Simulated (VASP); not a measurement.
# Cu (Fm-3m) in VASP: further runs, part 2 of 2

VASP 6.6.1.

## 3. Band structure, BLYP+D3(BJ)

Contents of run.py:

```python
from ase.calculators.vasp import Vasp
from ase.dft.bandgap import bandgap
from ase.spacegroup import crystal

atoms = crystal(
    ['Cu'],
    basis=[[0.0, 0.0, 0.0]],
    spacegroup=225,
    setting=1,
    cellpar=[3.615, 3.615, 3.615, 90.0, 90.0, 90.0],
    primitive_cell=True,
)
calc = Vasp(
    directory='calc',
    xc='blyp',
    pp='PBE',
    setups='materialsproject',
    prec='Accurate',
    encut=520,
    ediff=1e-06,
    ismear=1,
    sigma=0.1,
    lreal=False,
    lasph=True,
    nelm=100,
    algo='Normal',
    isif=2,
    lwave=False,
    lcharg=True,
    lmaxmix=4,
    ivdw=12,
    vdw_s6=1.0,
    vdw_s8=2.6996,
    vdw_a1=0.4298,
    vdw_a2=4.2359,
    kpts=[11, 11, 11],
    gamma=True,
    nbands=14,
)
atoms.calc = calc

print('energy (eV):', atoms.get_potential_energy())
print('free energy (eV):', atoms.get_potential_energy(force_consistent=True))
efermi = calc.get_fermi_level()
print('Fermi level (eV):', efermi)
path = atoms.cell.bandpath(npoints=40, eps=1e-4)
print('path:', path.path)
calc.set(kpts=path.kpts, reciprocal=True, icharg=11, isym=0, lcharg=False)
calc.calculate(atoms)
print('gap on the path (eV):', bandgap(calc, efermi=efermi)[0])
print('direct gap on the path (eV):', bandgap(calc, efermi=efermi, direct=True)[0])
```

Potentials or basis: VASP PAW PBE potentials, release 64 (Cu_pv).

Run with:

```sh
$ python run.py
```

What it wrote:

```text
energy (eV): -4.29387427
free energy (eV): -4.29369496
Fermi level (eV): 7.49374772
path: GXWKGLUWLK,UX
gap on the path (eV): 0.0
direct gap on the path (eV): 0.0
```

OUTCAR:

```text
ENCUT = 520.000000
   EDIFF = 1.00e-06
   GGA = B5
   PREC = Accurate
   ICHARG = 11
   ISIF = 2
   ISMEAR = 1
   ISYM = 0
   NELM = 100
   IVDW = 12
   LASPH = .TRUE.
   LREAL = .FALSE.
 IVDW          = 12

 ion  position               nearest neighbor table
   1  0.000  0.000  0.000-

IMPORTANT INFORMATION: All symmetrisations will be switched off!
NOSYMM: (Re-)initialisation of all symmetry stuff for point group C_1.

----------------------------------------------------------------------------------------

                                     Primitive cell

  volume of cell :      11.8104

  direct lattice vectors                    reciprocal lattice vectors
     0.000000000  1.807500000  1.807500000    -0.276625173  0.276625173  0.276625173
     1.807500000  0.000000000  1.807500000     0.276625173 -0.276625173  0.276625173
     1.807500000  1.807500000  0.000000000     0.276625173  0.276625173 -0.276625173

  length of vectors
     2.556191014  2.556191014  2.556191014     0.479128854  0.479128854  0.479128854

  position of ions in fractional coordinates (direct lattice)
     0.000000000  0.000000000  0.000000000

  ion indices of the primitive-cell ions
   primitive index   ion index
                 1           1

----------------------------------------------------------------------------------------

 KPOINTS: KPOINTS created by Atomic Simulation Env

Read explicit list of k-points.

 Found     40 k-points:

 Following reciprocal coordinates:
            Coordinates               Weight
  0.000000  0.000000  0.000000      0.025000
  0.100000  0.000000  0.100000      0.025000
  0.200000  0.000000  0.200000      0.025000
  0.300000  0.000000  0.300000      0.025000
  0.400000  0.000000  0.400000      0.025000
  0.500000  0.000000  0.500000      0.025000
[... 32 lines left out ...]
  0.541667  0.083333  0.541667      0.025000
  0.500000  0.000000  0.500000      0.025000
   k-points           NKPTS =     40   k-points in BZ     NKDIM =     40   number of bands    NBANDS=     14
   number of dos      NEDOS =    301   number of ions     NIONS =      1
   total plane-waves  NPLWV =   8000
   dimension x,y,z NGX =    20 NGY =   20 NGZ =   20
   dimension x,y,z NGXF=    40 NGYF=   40 NGZF=   40
   ions per type =               1
   NGX,Y,Z   is equivalent  to a cutoff of  13.01, 13.01, 13.01 a.u.
   NGXF,Y,Z  is equivalent  to a cutoff of  26.01, 26.01, 26.01 a.u.
 SYSTEM =  unknown system
   PREC   = accura    normal or accurate (medium, high low for compatibility)
   ISTART =      0    job   : 0-new  1-cont  2-samecut
   ICHARG =     11    charge: 1-file 2-atom 10-const
   ISPIN  =      1    spin polarized calculation?
[... 16 lines left out ...]
   NELECT =      17.0000    total number of electrons
   NUPDOWN=      -1.0000    fix difference up-down
   EMIN   =  10.00;   EMAX   =-10.00  energy-range for DOS
   EFERMI =   0.00;   METHOD = LEGACY
   ISMEAR =     1;   SIGMA  =   0.10  broadening in eV -4-tet -1-fermi 0-gaus
   EFERMI_NEDOS =   21; number of points for ismear=-14 and -15
   IALGO  =     38    algorithm
   IMIX   =      4    mixing-type and parameters
     AMIX     =   0.40;   BMIX     =  1.00
     AMIX_MAG =   1.60;   BMIX_MAG =  1.00
  volume/ion in A,a.u.               =      11.81        79.70
  Fermi-wavevector in a.u.,A,eV,Ry     =   1.848429  3.493025 46.486899  3.416691
  Thomas-Fermi vector in A             =   2.899047
   LORBIT       =      0    0 simple, 1 ext, 2 COOP (PROOUT), +10 PAW based schemes
   GGA     = B5    functional components
   LHFCALC =     F    Hartree Fock is set to
   AEXX    =    0.0000 exact exchange contribution
   IVDW    =    12    specifies the selected vdW correction
   LEPSILON=     F    determine dielectric tensor
   LRPA    =     F    only Hartree local field effects (RPA)
 non-spin polarized calculation
 Methfessel and Paxton  Order N= 1 SIGMA  =   0.10
  energy-cutoff  :      520.00
  volume of cell :       11.81
 maximum number of plane-waves:       332
 NGX is ok and might be reduce to    20

 number of electron      16.9999990 magnetization

 Free energy of the ion-electron system (eV)
  ---------------------------------------------------
  ext. energy  EPLUGINS =         0.00000000
  ---------------------------------------------------
  free energy    TOTEN  =        -3.05784505 eV

  energy without entropy =       -3.05800450  energy(sigma->0) =       -3.05789820

 E-fermi :   8.6900     XC(G=0): -12.5916

 val. band max:        8.3698796119   @ k =   0.4500   0.4500   0.6000
 cond. band min:       8.7735519091   @ k =   0.5000   0.4000   0.6000
 fundamental gap:      0.4036722972
 Fermi energy:         8.6899847446

 k-point     1 :       0.0000    0.0000    0.0000
  band No.  band energies     occupation
      1     -62.3868      2.00000
      2     -62.3868      2.00000
      3     -62.3868      2.00000
      4      -1.9156      2.00000
      5       4.2548      2.00000
      6       4.2548      2.00000
      7       4.2548      2.00000
      8       5.0757      2.00000
      9       5.0757      2.00000
     10      30.4999      0.00000
     11      32.7256      0.00000
     12      32.7256      0.00000
     13      32.7256      0.00000
     14      35.2738      0.00000
[... 649 lines left out ...]
      1     -62.4898      2.00000
      2     -62.4284      2.00000
      3     -62.4284      2.00000
      4       2.4480      2.00000
      5       2.8745      2.00000
      6       5.6346      2.00000
      7       5.8068      2.00000
      8       5.8068      2.00000
      9       8.9510     -0.00140
     10      14.4959      0.00000
     11      20.4557      0.00000
     12      20.4557      0.00000
     13      25.2468      0.00000
     14      27.6908      0.00000

------------------------ aborting loop because EDIFF is reached ----------------------------------------

 Edisp (eV)   -1.31854

 E8    (eV) :    -0.9614

  FORCE on cell =-STRESS in cart. coord.  units (eV):
  Direction    XX          YY          ZZ          XY          YZ          ZX
  --------------------------------------------------------------------------------------
  -------------------------------------------------------------------------------------
  Total       1.25734     7.22664     3.33773     5.04393     3.67477     4.23081
  in kB     170.56874   980.35161   452.79052   684.25001   498.51270   573.94379
  external pressure =      534.57 kB  Pullay stress =        0.00 kB

 VOLUME and BASIS-vectors are now :
 -----------------------------------------------------------------------------
  energy-cutoff  :      520.00
  volume of cell :       11.81
      direct lattice vectors                 reciprocal lattice vectors
     0.000000000  1.807500000  1.807500000    -0.276625173  0.276625173  0.276625173
     1.807500000  0.000000000  1.807500000     0.276625173 -0.276625173  0.276625173
     1.807500000  1.807500000  0.000000000     0.276625173  0.276625173 -0.276625173

 POSITION                                       TOTAL-FORCE (eV/Angst)
 -----------------------------------------------------------------------------------
      0.00000      0.00000      0.00000         0.000029     -0.000010      0.000025
 -----------------------------------------------------------------------------------
    total drift:                                0.000029     -0.000010      0.000025

  FREE ENERGIE OF THE ION-ELECTRON SYSTEM (eV)
  ---------------------------------------------------
  free  energy   TOTEN  =        -4.3763837760 eV

  energy  without entropy=       -4.3765432313  energy(sigma->0) =       -4.37643693
```

INCAR:

```text
AGGAC = 1.000000
AGGAX = 1.000000
ALDAC = 0.000000
ENCUT = 520.000000
SIGMA = 0.100000
VDW_S6 = 1.000000
VDW_S8 = 2.699600
VDW_A1 = 0.429800
VDW_A2 = 4.235900
ALDAX = 1.000000
EDIFF = 1.00e-06
ALGO = Normal
GGA = B5
PREC = Accurate
ICHARG = 11
ISIF = 2
ISMEAR = 1
ISYM = 0
LMAXMIX = 4
NBANDS = 14
NELM = 100
IVDW = 12
LASPH = .TRUE.
LCHARG = .FALSE.
LWAVE = .FALSE.
LREAL = .FALSE.
```

Wall time 15 s (1 thread of Intel Xeon 6975P-C (Granite Rapids), shared host); peak memory 0.12 GiB.

These settings aren't checked as converged (typed here: k = 11 × 11 × 11): the numbers below hold their error.

What came out:

```
Band gap along the path    : none (metal or under the smearing width)
Dispersion energy per atom : -1.319 eV
```

Caveat: the log is that of the step along the path at fixed density, whose energy, stress, charges and moments have no meaning; the PAW data sets were made with another functional, which shifts forces and pressure a little; pairwise dispersion overbinds metals, which lowers pressure and volume.
